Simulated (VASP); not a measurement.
# Pt (Fm-3m) in VASP: a series of runs, part 2 of 2

VASP 6.6.1. Earlier steps stand in the parts before.

## Step 3: Relaxation of cell and atoms, PBE, non-collinear spin, zero start, spin-orbit coupling

This run uses another cell than the first one, of 15.67 Å³/atom, 1.039 times its volume.

INCAR reads:

```
PREC     = Accurate       # precision mode
ENCUT    = 520            # plane-wave cutoff, eV
EDIFF    = 1E-7           # SCF threshold, eV
ISMEAR   = 0              # smearing method
SIGMA    = 0.1            # smearing width, eV
LREAL    = False          # projectors in reciprocal space
LASPH    = True           # aspherical terms in the spheres
NELM     = 100            # most SCF steps
ALGO     = Normal         # electronic algorithm
ISIF     = 3              # what is computed and relaxed
LWAVE    = False          # write WAVECAR
LCHARG   = False          # write CHGCAR
MAGMOM   = 0 0 0          # initial moments
LORBIT   = 11             # projections on sites
LSORBIT  = True           # spin-orbit coupling
GGA_COMPAT= False        
LMAXMIX  = 4              # l up to which the mixer works
GGA      = PE             # functional
IBRION   = 2              # ionic algorithm
NSW      = 80             # ionic steps
EDIFFG   = -0.002         # ionic threshold
KPAR     = 4
```

KPOINTS reads:

```
Automatic mesh
0
Gamma
  18 18 18
```

POSCAR reads:

```
Pt                                      
1.0
    0.0000000000      1.9859745262      1.9859745262
    1.9859745262      0.0000000000      1.9859745262
    1.9859745262      1.9859745262     -0.0000000000
  Pt            
     1
Direct
     0.0000000000000000    0.0000000000000000    0.0000000000000000
```

Potentials or basis: VASP PAW PBE potentials, release 64 (Pt).

On the command line:

```bash
> cat potpaw_PBE.64/Pt/POTCAR > POTCAR
> mpirun -np 4 vasp_ncl > vasp.out
```

It took 31 s on 4 MPI ranks of Intel Xeon Platinum 8488C (Sapphire Rapids), shared host; peak memory 0.25 GiB.

It converged, with:

| Item | Value |
| --- | --- |
| Free energy | -6.4988 eV |
| Pressure after relaxing | 0.0 GPa |
| Net moment | 0.00 μB per cell |
| Valence electrons inside the program's atomic spheres | Pt 9.20 |

Final structure:
```yaml
crystal:
  lattice:
    - [0.00000, 1.98597, 1.98597]
    - [1.98597, 0.00000, 1.98597]
    - [1.98597, 1.98597, 0.00000]
  atoms:
    - { symbol: Pt, position: [0.00000, 0.00000, 0.00000] }
```

Moments on the atoms (μB; x, y, z):
```
Pt  0.00 0.00 0.00
```

Caveat: the relaxation stopped at its first step, so nothing moved.

## Step 4: Single point, PBE, non-collinear spin, zero start, spin-orbit coupling

This run uses another cell than the first one, of 15.67 Å³/atom, 1.039 times its volume.

INCAR reads:

```
PREC = Accurate
ENCUT = 520
EDIFF = 1E-7
ISMEAR = 0
SIGMA = 0.1
LREAL = False
LASPH = True
NELM = 100
ALGO = Normal
ISIF = 2
LWAVE = False
LCHARG = False
MAGMOM = 0 0 0
LORBIT = 11
LSORBIT = True
GGA_COMPAT = False
LMAXMIX = 4
GGA = PE
KPAR = 4
```

KPOINTS is that of step 3.

POSCAR: that of step 3 with these lines changed.

```diff
@@ -4,3 +4,3 @@
     1.9859745262      0.0000000000      1.9859745262
-    1.9859745262      1.9859745262     -0.0000000000
+    1.9859745262      1.9859745262      0.0000000000
   Pt
```

On the command line:

```bash
> cat potpaw_PBE.64/Pt/POTCAR > POTCAR
> mpirun -np 4 vasp_ncl > vasp.out
```

It took 30 s on 4 MPI ranks of Intel Xeon Platinum 8488C (Sapphire Rapids), shared host; peak memory 0.24 GiB.

Results (log left out):

```
Free energy                                           : -6.4988 eV
Pressure                                              : 0.0 GPa
Net moment                                            : 0.00 μB per cell
Valence electrons inside the program's atomic spheres : Pt 9.20
```

Moments on the atoms (μB; x, y, z):
```
Pt  0.00 0.00 0.00
```

## Step 5: Single point, PBE, non-collinear spin, zero start, spin-orbit coupling (a relaxed cell with its volume scaled by 0.97)

INCAR is that of step 4.

KPOINTS is that of step 4.

POSCAR reads:

```
Pt                                      
1.0
    0.0000000000      1.9659128058      1.9659128058
    1.9659128058      0.0000000000      1.9659128058
    1.9659128058      1.9659128058      0.0000000000
  Pt            
     1
Direct
     0.0000000000000000    0.0000000000000000    0.0000000000000000
```

Potentials or basis: VASP PAW PBE potentials, release 64 (Pt).

On the command line:

```bash
> cat potpaw_PBE.64/Pt/POTCAR > POTCAR
> mpirun -np 4 vasp_ncl > vasp.out
```

OUTCAR:

```text
PREC = Accurate
   ENCUT = 520
   EDIFF = 1E-7
   ISMEAR = 0
   LREAL = False
   LASPH = True
   NELM = 100
   ISIF = 2
   LORBIT = 11
   LSORBIT = True
   GGA = PE

 ion  position               nearest neighbor table
   1  0.000  0.000  0.000-

  LATTYP: Found a face centered cubic cell.
 ALAT       =     3.9318256116

  Lattice vectors:

 A1 = (   0.0000000000,   1.9659128058,   1.9659128058)
 A2 = (   1.9659128058,   0.0000000000,   1.9659128058)
 A3 = (   1.9659128058,   1.9659128058,   0.0000000000)

Analysis of symmetry for initial positions (statically):
=====================================================================
[... 729 lines left out ...]
  free  energy   TOTEN  =        -6.4869860371 eV

  energy  without entropy=       -6.4789075918  energy(sigma->0) =       -6.48294681

 Spin-Orbit-Coupling matrix elements

 Ion:    1  E_soc:     -0.7860871
 l=   1
     0.0000000    -0.0330884    -0.0330884
    -0.0330884     0.0000000    -0.0330884
    -0.0330884    -0.0330884     0.0000000
 l=   2
     0.0000000    -0.0171681     0.0000000    -0.0171681    -0.0807580
    -0.0171681     0.0000000    -0.0605685    -0.0171681    -0.0201895
     0.0000000    -0.0605685     0.0000000    -0.0605685     0.0000000
    -0.0171681    -0.0171681    -0.0605685     0.0000000    -0.0201895
    -0.0807580    -0.0201895     0.0000000    -0.0201895     0.0000000
 l=   3
     0.0000000     0.0000000     0.0000000     0.0000000     0.0000000     0.0000000     0.0000000
     0.0000000     0.0000000     0.0000000     0.0000000     0.0000000     0.0000000     0.0000000
     0.0000000     0.0000000     0.0000000     0.0000000     0.0000000     0.0000000     0.0000000
     0.0000000     0.0000000     0.0000000     0.0000000     0.0000000     0.0000000     0.0000000
     0.0000000     0.0000000     0.0000000     0.0000000     0.0000000     0.0000000     0.0000000
     0.0000000     0.0000000     0.0000000     0.0000000     0.0000000     0.0000000     0.0000000
     0.0000000     0.0000000     0.0000000     0.0000000     0.0000000     0.0000000     0.0000000

 total charge

# of ion       s       p       d       tot
------------------------------------------
    1        0.637   0.621   8.022   9.281

 magnetization (x)

# of ion       s       p       d       tot
------------------------------------------
    1        0.000   0.000  -0.000  -0.000

 magnetization (y)

# of ion       s       p       d       tot
------------------------------------------
    1        0.000  -0.000  -0.000  -0.000

 magnetization (z)

# of ion       s       p       d       tot
------------------------------------------
    1        0.000   0.000  -0.000  -0.000
```

OSZICAR:

```text
N       E                     dE             d eps       ncg     rms          rms(c)
DAV:   1     0.527775651441E+02    0.52778E+02   -0.51432E+03  7188   0.106E+03
DAV:   2    -0.575080232996E+01   -0.58528E+02   -0.55107E+02  7592   0.240E+02
DAV:   3    -0.685743233248E+01   -0.11066E+01   -0.10859E+01  8498   0.322E+01
DAV:   4    -0.686336365405E+01   -0.59313E-02   -0.59302E-02  7680   0.250E+00
DAV:   5    -0.686342565900E+01   -0.62005E-04   -0.62006E-04  7750   0.261E-01    0.143E+01
DAV:   6    -0.653132523971E+01    0.33210E+00   -0.46018E-01  7244   0.850E+00    0.781E+00
DAV:   7    -0.649070392649E+01    0.40621E-01   -0.88099E-02  7582   0.371E+00    0.295E+00
DAV:   8    -0.648726454480E+01    0.34394E-02   -0.32844E-03  7414   0.588E-01    0.124E+00
DAV:   9    -0.648699709446E+01    0.26745E-03   -0.64219E-04  7864   0.276E-01    0.170E-01
DAV:  10    -0.648698179877E+01    0.15296E-04   -0.18942E-05  7492   0.506E-02    0.131E-02
DAV:  11    -0.648698569668E+01   -0.38979E-05   -0.86067E-07  7586   0.104E-02    0.958E-03
DAV:  12    -0.648698607839E+01   -0.38171E-06   -0.73192E-08  6192   0.277E-03    0.119E-03
DAV:  13    -0.648698603712E+01    0.41267E-07   -0.38219E-09  3726   0.621E-04
   1 F= -.64869860E+01 E0= -.64829468E+01  d E =-.807845E-02  mag=     0.0000     0.0000     0.0000
```

Run time: 33 s. Hardware: 4 MPI ranks of Intel Xeon Platinum 8488C (Sapphire Rapids), shared host; peak memory 0.24 GiB.

What came out:

```
Free energy                                           : -6.4870 eV
Pressure                                              : 8.1 GPa
Net moment                                            : 0.00 μB per cell
Valence electrons inside the program's atomic spheres : Pt 9.28
```

Moments on the atoms (μB; x, y, z):
```
Pt  0.00 0.00 0.00
```

## Step 6: Single point, PBE, non-collinear spin, zero start, spin-orbit coupling (a relaxed cell with its volume scaled by 1.03)

INCAR is that of step 5.

KPOINTS is that of step 5.

POSCAR reads:

```
Pt                                      
1.0
    0.0000000000      2.0056389192      2.0056389192
    2.0056389192      0.0000000000      2.0056389192
    2.0056389192      2.0056389192      0.0000000000
  Pt            
     1
Direct
     0.0000000000000000    0.0000000000000000    0.0000000000000000
```

Potentials or basis: VASP PAW PBE potentials, release 64 (Pt).

On the command line:

```bash
> cat potpaw_PBE.64/Pt/POTCAR > POTCAR
> mpirun -np 4 vasp_ncl > vasp.out
```

Run time: 29 s. Hardware: 4 MPI ranks of Intel Xeon Platinum 8488C (Sapphire Rapids), shared host; peak memory 0.24 GiB.

Results (log left out):

| Quantity | Value |
| --- | --- |
| Free energy | -6.4891 eV |
| Pressure | -6.6 GPa |
| Net moment | 0.00 μB per cell |
| Valence electrons inside the program's atomic spheres | Pt 9.13 |

Moments on the atoms (μB; x, y, z):
```
Pt  0.00 0.00 0.00
```

## Step 7: Overview

| task | cell | pressure (GPa) | moment (μB) |
| --- | --- | --- | --- |
| relaxation of cell and atoms | relaxed | 0.0 | 0.00 |
| single point | as given | 0.0 | 0.00 |
| single point | a relaxed cell with its volume scaled by 0.97 | 8.1 | 0.00 |
| single point | a relaxed cell with its volume scaled by 1.03 | -6.6 | 0.00 |

Alike in all rows: level PBE; potentials or basis VASP PAW PBE potentials, release 64 (Pt); spin non-collinear, zero start, SOC; k mesh 18 × 18 × 18; cutoff (eV) 520; smearing gaussian 0.1 eV.

Caveats: the relaxation stopped at its first step, so nothing moved (some runs).

Total energies depend on the potentials used, so only differences within one code and one set of settings carry meaning.
